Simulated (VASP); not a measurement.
# K in VASP: notebook

One slab, K, is run at these levels: PBE; tasks: single point.

Program: VASP 6.6.1. These are calculated values, not measurements. Logs are shortened: lines on timing, memory, paths and dates and some standing lists are left out, and cuts for length are marked.

## Step 1: The slab as given

The cell holds a slab with vacuum, 3 atoms: a = 4.725 Å, b = 4.725 Å, c = 22.812 Å, α = 90.00°, β = 90.00°, γ = 117.88°.

The slab is cut from a database's or a generator's crystal, which needn't be the stable form of the element.

## Step 2: Single point, PBE

INCAR

```
ALGO     = Normal         # electronic algorithm
DIPOL    = 0.5 0.5 0.500
EDIFF    = 1E-6           # SCF threshold, eV
ENCUT    = 600            # plane-wave cutoff, eV
GGA      = PE             # functional
IDIPOL   = 3            
ISIF     = 2              # what is computed and relaxed
ISMEAR   = -1             # smearing method
LASPH    = True           # aspherical terms in the spheres
LCHARG   = True           # write CHGCAR
LDIPOL   = True         
LELF     = True           # ELF
LREAL    = False          # projectors in reciprocal space
LVACPOTAV= True         
LVHAR    = True         
LWAVE    = False          # write WAVECAR
NBANDS   = 20             # bands
NELM     = 100            # most SCF steps
PREC     = Accurate       # precision mode
SIGMA    = 0.05           # smearing width, eV
```

KPOINTS

```
k-points
0
Gamma
  7 7 1
```

POSCAR

```
K
1.0
    4.7251254772      0.0000000000      0.0000000000
   -2.2093571875      4.1767872334      0.0000000000
    0.0000000000      0.0000000000     22.8117980100
K
3
Direct
    0.1793869800      0.8206130200      0.3287772405
    0.8206130200      0.1793869800      0.5000000000
    0.1793869800      0.8206130200      0.6712227595
```

Potentials or basis: VASP PAW PBE potentials, release 64 (K_sv).

Command:

```
> cat potpaw_PBE.64/K_sv/POTCAR > POTCAR
> mpirun -np 1 vasp_std > vasp.out
```

OUTCAR:

```text
EDIFF = 1E-6
   ENCUT = 600
   GGA = PE
   ISIF = 2
   ISMEAR = -1
   LASPH = True
   LREAL = False
   NELM = 100
   PREC = Accurate

 ion  position               nearest neighbor table
   1  0.179  0.821  0.329-
   2  0.821  0.179  0.500-
   3  0.179  0.821  0.671-

  LATTYP: Found a base centered orthorhombic cell.
 ALAT       =     4.8759247000
 B/A-ratio  =     1.6602432150
 C/A-ratio  =     4.6784557624

  Lattice vectors:

 A1 = (   4.7251254772,   0.0000000000,   0.0000000000)
 A2 = (  -2.2093571875,   4.1767872334,   0.0000000000)
 A3 = (   0.0000000000,   0.0000000000,  22.8117980100)

Analysis of symmetry for initial positions (statically):
=====================================================================
 Subroutine PRICEL returns:
 Original cell was already a primitive cell.

 Routine SETGRP: Setting up the symmetry group for a
 base centered orthorhombic supercell.

 Subroutine GETGRP returns: Found  4 space group operations
 (whereof  4 operations were pure point group operations)
 out of a pool of  8 trial point group operations.

The static configuration has the point symmetry C_2v.

Analysis of symmetry for dynamics (positions and initial velocities):
=====================================================================
 Subroutine PRICEL returns:
 Original cell was already a primitive cell.

 Routine SETGRP: Setting up the symmetry group for a
 base centered orthorhombic supercell.

 Subroutine GETGRP returns: Found  4 space group operations
 (whereof  4 operations were pure point group operations)
 out of a pool of  8 trial point group operations.

The dynamic configuration has the point symmetry C_2v.

 Subroutine INISYM returns: Found  4 space group operations
 (whereof  4 operations are pure point group operations),
 and found     1 'primitive' translations

----------------------------------------------------------------------------------------

                                     Primitive cell

  volume of cell :     450.2101

  direct lattice vectors                    reciprocal lattice vectors
     4.725125477  0.000000000  0.000000000     0.211634591  0.111946427  0.000000000
    -2.209357188  4.176787233  0.000000000     0.000000000  0.239418468  0.000000000
     0.000000000  0.000000000 22.811798010     0.000000000  0.000000000  0.043836965

  length of vectors
     4.725125477  4.725125477 22.811798010     0.239418468  0.239418468  0.043836965

  position of ions in fractional coordinates (direct lattice)
     0.179386980  0.820613020  0.328777241
     0.820613020  0.179386980  0.500000000
     0.179386980  0.820613020  0.671222759

  ion indices of the primitive-cell ions
   primitive index   ion index
                 1           1
                 2           2
                 3           3

----------------------------------------------------------------------------------------

 KPOINTS: k-points

Automatic generation of k-mesh.
 Grid dimensions read from file:
 generate k-points for:    7    7    1

 Generating k-lattice:

  Cartesian coordinates                     Fractional coordinates (reciprocal lattice)
     0.030233513  0.015992347  0.000000000     0.142857143  0.000000000  0.000000000
     0.000000000  0.034202638  0.000000000     0.000000000  0.142857143  0.000000000
     0.000000000  0.000000000  0.043836965     0.000000000  0.000000000  1.000000000

  Length of vectors
     0.034202638  0.034202638  0.043836965

  Shift w.r.t. Gamma in fractional coordinates (k-lattice)
     0.000000000  0.000000000  0.000000000

 Subroutine IBZKPT returns following result:
 ===========================================

 Found     16 irreducible k-points:

 Following reciprocal coordinates:
            Coordinates               Weight
  0.000000  0.000000  0.000000      1.000000
  0.142857  0.000000  0.000000      4.000000
  0.285714  0.000000  0.000000      4.000000
  0.428571  0.000000  0.000000      4.000000
  0.142857  0.142857  0.000000      2.000000
  0.285714  0.142857  0.000000      4.000000
[... 8 lines left out ...]
  0.428571  0.428571  0.000000      2.000000
 -0.428571  0.428571  0.000000      2.000000
   k-points           NKPTS =     16   k-points in BZ     NKDIM =     16   number of bands    NBANDS=     20
   number of dos      NEDOS =    301   number of ions     NIONS =      3
   total plane-waves  NPLWV = 307200
   dimension x,y,z NGX =    40 NGY =   40 NGZ =  192
   dimension x,y,z NGXF=    80 NGYF=   80 NGZF=  384
   ions per type =               3
   NGX,Y,Z   is equivalent  to a cutoff of  14.07, 14.07, 13.99 a.u.
   NGXF,Y,Z  is equivalent  to a cutoff of  28.15, 28.15, 27.98 a.u.
 SYSTEM =  unknown system
   PREC   = accura    normal or accurate (medium, high low for compatibility)
   ISTART =      0    job   : 0-new  1-cont  2-samecut
   ICHARG =      2    charge: 1-file 2-atom 10-const
   ISPIN  =      1    spin polarized calculation?
   LNONCOLLINEAR =      F non collinear calculations
   LSORBIT =      F    spin-orbit coupling
   LASPH  =      T    aspherical Exc in radial PAW
   ENCUT  =  600.0 eV  44.10 Ry    6.64 a.u.   9.44  9.44 45.56*2*pi/ulx,y,z
   NELM   =    100;   NELMIN=  2; NELMDL= -5     # of ELM steps
   EDIFF  = 0.1E-05   stopping-criterion for ELM
   LREAL  =      F    real-space projection
[... 7 lines left out ...]
   TEBEG  =    0.0;   TEEND  =   0.0 temperature during run
   PSTRESS=    0.0 pullay stress
   NELECT =      27.0000    total number of electrons
   NUPDOWN=      -1.0000    fix difference up-down
   EMIN   =  10.00;   EMAX   =-10.00  energy-range for DOS
   EFERMI =   0.00;   METHOD = LEGACY
   ISMEAR =    -1;   SIGMA  =   0.05  broadening in eV -4-tet -1-fermi 0-gaus
   EFERMI_NEDOS =   21; number of points for ismear=-14 and -15
   IALGO  =     38    algorithm
   IMIX   =      4    mixing-type and parameters
     AMIX     =   0.40;   BMIX     =  1.00
     AMIX_MAG =   1.60;   BMIX_MAG =  1.00
  volume/ion in A,a.u.               =     150.07      1012.72
  Fermi-wavevector in a.u.,A,eV,Ry     =   0.640803  1.210942  5.586935  0.410628
  Thomas-Fermi vector in A             =   1.706931
   LORBIT       =      0    0 simple, 1 ext, 2 COOP (PROOUT), +10 PAW based schemes
   GGA     = PE    functional components
   LHFCALC =     F    Hartree Fock is set to
   AEXX    =    0.0000 exact exchange contribution
   IVDW    =     0    specifies the selected vdW correction
   LEPSILON=     F    determine dielectric tensor
   LRPA    =     F    only Hartree local field effects (RPA)
 non-spin polarized calculation
  energy-cutoff  :      600.00
  volume of cell :      450.21
 maximum number of plane-waves:     15092
 NGX is ok and might be reduce to    40
   NGX = 19   NGY = 19   NGZ = 91

 dipolmoment           0.000000      0.000000     -0.000000 electrons x Angstroem

 number of electron      26.9999999 magnetization

 dipolmoment           0.000000      0.000000      0.000000 electrons x Angstroem

 Free energy of the ion-electron system (eV)
  ---------------------------------------------------
  ext. energy  EPLUGINS =         0.00000000
  ---------------------------------------------------
  free energy    TOTEN  =        -2.89753521 eV

  energy without entropy =       -2.87496486  energy(sigma->0) =       -2.88625003

 E-fermi :  -1.2062     XC(G=0):  -3.4072

 val. band max:       -1.2250320729   @ k =  -0.4286   0.2857   0.0000
 cond. band min:      -1.1769100761   @ k =   0.1429   0.1429   0.0000
 fundamental gap:      0.0481219968
 Fermi energy:        -1.2061802560

 k-point     1 :       0.0000    0.0000    0.0000
  band No.  band energies     occupation
      1     -33.5227      2.00000
      2     -33.5227      2.00000
      3     -33.3807      2.00000
      4     -17.0208      2.00000
      5     -17.0186      2.00000
      6     -16.9727      2.00000
[... 12 lines left out ...]
     19       1.1665      0.00000
     20       2.3383      0.00000

 k-point     2 :       0.1429    0.0000    0.0000
  band No.  band energies     occupation
      1     -33.5223      2.00000
      2     -33.5223      2.00000
      3     -33.3803      2.00000
      4     -17.0194      2.00000
      5     -17.0177      2.00000
      6     -16.9803      2.00000
[... 12 lines left out ...]
     19       1.3055      0.00000
     20       2.0493      0.00000

 k-point     3 :       0.2857    0.0000    0.0000
  band No.  band energies     occupation
      1     -33.5216      2.00000
      2     -33.5216      2.00000
      3     -33.3796      2.00000
      4     -17.0163      2.00000
      5     -17.0158      2.00000
      6     -16.9982      2.00000
[... 12 lines left out ...]
     19       1.1843      0.00000
     20       1.5452      0.00000

 k-point     4 :       0.4286    0.0000    0.0000
  band No.  band energies     occupation
      1     -33.5209      2.00000
      2     -33.5209      2.00000
      3     -33.3789      2.00000
      4     -17.0144      2.00000
      5     -17.0138      2.00000
      6     -17.0124      2.00000
[... 12 lines left out ...]
     19       0.7749      0.00000
     20       1.4346      0.00000

 k-point     5 :       0.1429    0.1429    0.0000
  band No.  band energies     occupation
      1     -33.5218      2.00000
      2     -33.5218      2.00000
      3     -33.3798      2.00000
      4     -17.0172      2.00000
      5     -17.0165      2.00000
      6     -16.9898      2.00000
[... 12 lines left out ...]
     19       1.3932      0.00000
     20       1.5138      0.00000

 k-point     6 :       0.2857    0.1429    0.0000
  band No.  band energies     occupation
      1     -33.5211      2.00000
      2     -33.5211      2.00000
      3     -33.3791      2.00000
      4     -17.0147      2.00000
      5     -17.0144      2.00000
      6     -17.0035      2.00000
[... 12 lines left out ...]
     19       0.9227      0.00000
     20       1.4482      0.00000

 k-point     7 :       0.4286    0.1429    0.0000
  band No.  band energies     occupation
      1     -33.5207      2.00000
      2     -33.5207      2.00000
      3     -33.3787      2.00000
      4     -17.0139      2.00000
      5     -17.0130      2.00000
      6     -17.0119      2.00000
[... 12 lines left out ...]
     19       0.8220      0.00000
     20       1.2406      0.00000
[... 93 lines left out ...]
 k-point    12 :       0.4286    0.2857    0.0000
  band No.  band energies     occupation
      1     -33.5205      2.00000
      2     -33.5205      2.00000
      3     -33.3785      2.00000
      4     -17.0131      2.00000
      5     -17.0125      2.00000
      6     -17.0088      2.00000
[... 12 lines left out ...]
     19       0.8664      0.00000
     20       0.9485      0.00000

 k-point    13 :      -0.4286    0.2857    0.0000
  band No.  band energies     occupation
      1     -33.5208      2.00000
      2     -33.5208      2.00000
      3     -33.3788      2.00000
      4     -17.0140      2.00000
      5     -17.0138      2.00000
      6     -17.0087      2.00000
[... 12 lines left out ...]
     19       0.8669      0.00000
     20       1.5087      0.00000

 k-point    14 :      -0.2857    0.2857    0.0000
  band No.  band energies     occupation
      1     -33.5213      2.00000
      2     -33.5213      2.00000
      3     -33.3793      2.00000
      4     -17.0159      2.00000
      5     -17.0151      2.00000
      6     -17.0000      2.00000
[... 12 lines left out ...]
     19       1.3322      0.00000
     20       1.5850      0.00000

 k-point    15 :       0.4286    0.4286    0.0000
  band No.  band energies     occupation
      1     -33.5204      2.00000
      2     -33.5204      2.00000
      3     -33.3784      2.00000
      4     -17.0154      2.00000
      5     -17.0149      2.00000
      6     -17.0129      2.00000
[... 12 lines left out ...]
     19       0.8450      0.00000
     20       1.3084      0.00000

 k-point    16 :      -0.4286    0.4286    0.0000
  band No.  band energies     occupation
      1     -33.5205      2.00000
      2     -33.5205      2.00000
      3     -33.3785      2.00000
      4     -17.0159      2.00000
      5     -17.0153      2.00000
      6     -17.0132      2.00000
[... 12 lines left out ...]
     19       0.8180      0.00000
     20       1.5309      0.00000

------------------------ aborting loop because EDIFF is reached ----------------------------------------

  FORCE on cell =-STRESS in cart. coord.  units (eV):
  Direction    XX          YY          ZZ          XY          YZ          ZX
  --------------------------------------------------------------------------------------
  -------------------------------------------------------------------------------------
  Total       -0.2459474     -0.3171626     -0.2505568     -0.0673161      0.0000000      0.0000000
  in kB       -0.8752611     -1.1286971     -0.8916646     -0.2395602      0.0000000      0.0000000
  external PRESSURE =      -0.9652076 kB  Pullay stress =       0.0000000 kB

 VOLUME and BASIS-vectors are now :
 -----------------------------------------------------------------------------
  energy-cutoff  :      600.00
  volume of cell :      450.21
      direct lattice vectors                 reciprocal lattice vectors
     4.725125477  0.000000000  0.000000000     0.211634591  0.111946427  0.000000000
    -2.209357188  4.176787233  0.000000000     0.000000000  0.239418468  0.000000000
     0.000000000  0.000000000 22.811798010     0.000000000  0.000000000  0.043836965

 POSITION                                       TOTAL-FORCE (eV/Angst)
 -----------------------------------------------------------------------------------
     -0.96540      3.42753      7.50000        -0.000835      0.000503      0.031362
      3.48117      0.74926     11.40590         0.001670     -0.001006      0.000000
     -0.96540      3.42753     15.31180        -0.000835      0.000503     -0.031362
 -----------------------------------------------------------------------------------
    total drift:                               -0.000050      0.000030      0.000000

  FREE ENERGIE OF THE ION-ELECTRON SYSTEM (eV)
  ---------------------------------------------------
  free  energy   TOTEN  =        -2.8975352080 eV

  energy  without entropy=       -2.8749648601  energy(sigma->0) =       -2.88625003

 vacuum level on the upper side and lower side of the slab         1.174         1.174
```

Run time: 2.8 min. Hardware: 1 thread of Intel Xeon 6975P-C (Granite Rapids), shared host; peak memory 0.66 GiB.

Results:

| Quantity | Value |
| --- | --- |
| Free energy | -2.8975 eV |
| Largest force | 0.031 eV/Å |
| Band gap on the k mesh | none (metal or under the smearing width) |
| Work function of the upper face | 2.38 eV |
| Work function of the lower face | 2.38 eV |

Forces on the atoms (eV/Å):
```
K   -0.001  0.001  0.031
K    0.002 -0.001  0.000
K   -0.001  0.001 -0.031
```

Levels at points of the mesh, in eV from the Fermi level:
```
           k point  band 12  band 13  band 14  band 15  band 16  band 17
(0.00, 0.00, 0.00)   -15.63    -1.92    -1.38    -0.52     0.58     1.29
```

## Step 3: Single point, PBE

INCAR is that of step 2.

KPOINTS is that of step 2.

POSCAR is that of step 2.

Potentials or basis: VASP PAW PBE potentials, release 64 (K_sv_GW).

Command:

```
> cat potpaw_PBE.64/K_sv_GW/POTCAR > POTCAR
> mpirun -np 1 vasp_std > vasp.out
```

OUTCAR:

```text
EDIFF = 1E-6
   ENCUT = 600
   GGA = PE
   ISIF = 2
   ISMEAR = -1
   LASPH = True
   LREAL = False
   NELM = 100
   PREC = Accurate

 ion  position               nearest neighbor table
   1  0.179  0.821  0.329-
   2  0.821  0.179  0.500-
   3  0.179  0.821  0.671-

  LATTYP: Found a base centered orthorhombic cell.
 ALAT       =     4.8759247000
 B/A-ratio  =     1.6602432150
 C/A-ratio  =     4.6784557624

  Lattice vectors:

 A1 = (   4.7251254772,   0.0000000000,   0.0000000000)
 A2 = (  -2.2093571875,   4.1767872334,   0.0000000000)
 A3 = (   0.0000000000,   0.0000000000,  22.8117980100)

Analysis of symmetry for initial positions (statically):
=====================================================================
 Subroutine PRICEL returns:
 Original cell was already a primitive cell.

 Routine SETGRP: Setting up the symmetry group for a
 base centered orthorhombic supercell.

 Subroutine GETGRP returns: Found  4 space group operations
 (whereof  4 operations were pure point group operations)
 out of a pool of  8 trial point group operations.

The static configuration has the point symmetry C_2v.

Analysis of symmetry for dynamics (positions and initial velocities):
[... 156 lines left out ...]

 E-fermi :  -0.6584     XC(G=0):  -3.4047

 val. band max:       -0.6774997344   @ k =  -0.4286   0.2857   0.0000
 cond. band min:      -0.6287068295   @ k =   0.1429   0.1429   0.0000
 fundamental gap:      0.0487929049
 Fermi energy:        -0.6583869570

 k-point     1 :       0.0000    0.0000    0.0000
  band No.  band energies     occupation
      1     -32.9711      2.00000
      2     -32.9711      2.00000
      3     -32.8282      2.00000
      4     -16.4677      2.00000
      5     -16.4656      2.00000
      6     -16.4199      2.00000
[... 357 lines left out ...]
     19       1.3663      0.00000
     20       2.0779      0.00000

------------------------ aborting loop because EDIFF is reached ----------------------------------------

  FORCE on cell =-STRESS in cart. coord.  units (eV):
  Direction    XX          YY          ZZ          XY          YZ          ZX
  --------------------------------------------------------------------------------------
  -------------------------------------------------------------------------------------
  Total       -0.2580408     -0.3294223     -0.2598990     -0.0674732      0.0000000      0.0000000
  in kB       -0.9182984     -1.1723257     -0.9249111     -0.2401192      0.0000000      0.0000000
  external PRESSURE =      -1.0051784 kB  Pullay stress =       0.0000000 kB

 VOLUME and BASIS-vectors are now :
 -----------------------------------------------------------------------------
  energy-cutoff  :      600.00
  volume of cell :      450.21
      direct lattice vectors                 reciprocal lattice vectors
     4.725125477  0.000000000  0.000000000     0.211634591  0.111946427  0.000000000
    -2.209357188  4.176787233  0.000000000     0.000000000  0.239418468  0.000000000
     0.000000000  0.000000000 22.811798010     0.000000000  0.000000000  0.043836965

 POSITION                                       TOTAL-FORCE (eV/Angst)
 -----------------------------------------------------------------------------------
     -0.96540      3.42753      7.50000        -0.000761      0.000459      0.034157
      3.48117      0.74926     11.40590         0.001522     -0.000917      0.000000
     -0.96540      3.42753     15.31180        -0.000761      0.000459     -0.034157
 -----------------------------------------------------------------------------------
    total drift:                                0.000168     -0.000101      0.000000

  FREE ENERGIE OF THE ION-ELECTRON SYSTEM (eV)
  ---------------------------------------------------
  free  energy   TOTEN  =       -10.2786765904 eV

  energy  without entropy=      -10.2561261135  energy(sigma->0) =      -10.26740135

 vacuum level on the upper side and lower side of the slab         1.724         1.724
```

Run time: 4 min. Hardware: 1 thread of Intel Xeon 6975P-C (Granite Rapids), shared host; peak memory 0.66 GiB.

What came out:

* Free energy: -10.2787 eV
* Largest force: 0.034 eV/Å
* Band gap on the k mesh: none (metal or under the smearing width)
* Work function of the upper face: 2.38 eV
* Work function of the lower face: 2.38 eV

Forces in eV/Å, atoms in the order of the input:
```
K   -0.001  0.000  0.034
K    0.002 -0.001  0.000
K   -0.001  0.000 -0.034
```

(Continued in part 2 of 2.)
